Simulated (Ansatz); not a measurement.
# An added N started as a split pair with a N atom in zincblende BN, 129 atoms, charge +1

All numbers come from Ansatz (PAW, plane waves, no spin–orbit coupling) at the single k point (¼, ¼, ¼) without its symmetry partners. The atoms were relaxed with PBEsol in a fixed cell; other functionals are single points on those atoms unless said otherwise. The valence top and gap of the host come from its small cell on a dense mesh, with the band extrema sought between the mesh points, lined up by the mean potential, PBEsol gap 4.30 eV, HSE06 gap 5.80 eV. The charge correction uses an assumed dielectric constant of 7.1.

Cell: a = 10.199 Å, b = 10.199 Å, c = 10.199 Å, α = 60.00°, β = 60.00°, γ = 60.00°.

Nearest atoms after relaxation, from the placed atom (for vacancies from the middle of the vacant sites): N at 1.23 Å, B at 1.47 Å, B at 1.47 Å, N at 2.19 Å, N at 2.20 Å, B at 2.21 Å, B at 2.22 Å, N at 2.29 Å.

Chemical potentials μ are those of reference phases of the elements at zero temperature by the same functional (the usual solids, diamond for C, grey Sn, and the molecules H2, N2, O2, F2, Cl2, Br2 and S8).

| functional | E(defect) − E(host) − Σ nμ + q·E_VBM (eV) | monopole (eV) | alignment (eV) | formation energy at E_F = VBM (eV) | moment (μB) | wall time, shared host |
| --- | --- | --- | --- | --- | --- | --- |
| PBEsol | 7.52 | 0.32 | 0.06 | 7.90 | 0 (no spin) | 2.9 min on 7 threads of Neoverse-V2 (relaxation) |

Estimate the formation energy and moment that HSE06 gives on these atoms.

7.97 eV at E_F = VBM (7.58 eV before the monopole term 0.32 eV and the alignment 0.07 eV), moment 0 (no spin).

HSE06 one-electron levels near the gap (the ten most localised at most), from the host's valence top, not corrected for the charge's images:

| level (eV) | spin | filling | atoms sharing it | element of the atom with most weight |
| --- | --- | --- | --- | --- |
| -0.22 | both | 2.00 | 15.1 | N |
| -0.08 | both | 2.00 | 93.2 | spread |
| -0.07 | both | 2.00 | 52.6 | spread |
| 2.05 | both | 0.00 | 5.1 | N |
| 5.96 | both | 0.00 | 107.1 | spread |

All elements are taken at their own reference at once; growth conditions in equilibrium with the host shift these energies, by up to the host's formation enthalpy.

One k point and a cell of this size can leave errors of several tenths of an eV in such numbers.
